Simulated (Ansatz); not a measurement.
SnO: work and stress of cleavage

Theory: Ansatz, DFT PBEsol, scalar-relativistic, plane waves, PAW. The runs took a 420 eV cutoff, a Γ-centred 10×10×4 mesh and Gaussian smearing (0.15 eV). No spin polarisation. Energies are free energies at this smearing, counted from the undisturbed cell; pressure is positive in compression.

The starting cell (relaxed at this level):

```yaml
crystal:
  lattice:
    - [-2.69046, 2.69048, 0.00000]
    - [-2.69046, -2.69048, 0.00000]
    - [0.00000, 0.00000, 9.49482]
  atoms:
    - { symbol: Sn, position: [0.00081, 0.99919, 0.68206] }
    - { symbol: Sn, position: [0.99919, 0.00081, 0.18206] }
    - { symbol: Sn, position: [0.49919, 0.50081, 0.93934] }
    - { symbol: Sn, position: [0.50081, 0.49919, 0.43934] }
    - { symbol: O, position: [0.99922, 0.50078, 0.06070] }
    - { symbol: O, position: [0.00078, 0.49922, 0.56070] }
    - { symbol: O, position: [0.49922, 0.00078, 0.06070] }
    - { symbol: O, position: [0.50078, 0.99922, 0.56070] }
```

The cut lies on the cell's a–b face, a (0 0 1) plane (indices in the standard cell, whose axes needn't be the Cartesian ones shown) of area 14.48 Å², between layers 1.15 Å apart. Vector c is lengthened by d along the normal with the atoms' Cartesian places fixed: one unrelaxed cut a cell. The traction is positive where the two halves pull on each other.

| d (Å) | energy (J/m²) | traction (GPa) |
| --- | --- | --- |
| -0.30 | 0.72 | -47.9 |
| 0.00 | 0.00 | 0.0 |
| 0.25 | 0.43 | 32.1 |
| 0.50 | 1.48 | 49.1 |
| 1.00 | 3.91 | 42.2 |
| 1.50 | 5.55 | 23.7 |
| 2.00 | 6.39 | 11.4 |
| 3.00 | 7.00 | 2.9 |
| 6.00 | 7.31 | 0.4 |

Q: What are the work of separation and the cleavage stress, and do they fit the universal binding curve?

A: The energy levels off near W ≈ 7.31 J/m² (the traction is down to 0.4 GPa), the energy of the two unrelaxed faces, 3.66 J/m² each on average. The largest sampled traction is 49.1 GPa at d = 0.50 Å, and a parabola through it and its two neighbours peaks at σ_max ≈ 53.0 GPa, d ≈ 0.69 Å. The curve E = W[1 − (1 + d/ℓ)exp(−d/ℓ)] peaks in traction at d = ℓ with σ_max = W/(eℓ); with 1 J/m² per Å = 10 GPa this W and σ_max give ℓ = 0.51 Å. A parabola through that curve at the same three d peaks at 0.60 Å, against 0.69 Å here, a fair fit. Real crystals break at far lower stress, because cracks concentrate it, and on the plane of lowest W, which needn't be this one.

The cut is rigid; relaxing the faces lowers these energies and usually the stresses.

No gap shows at this level, though a semilocal functional can close a small gap that the real compound has; without a gap these slopes depend on the k mesh and the smearing.

Cost: 9 runs of about 28 core-minutes in all, on AMD EPYC (Zen 3) (shared hosts).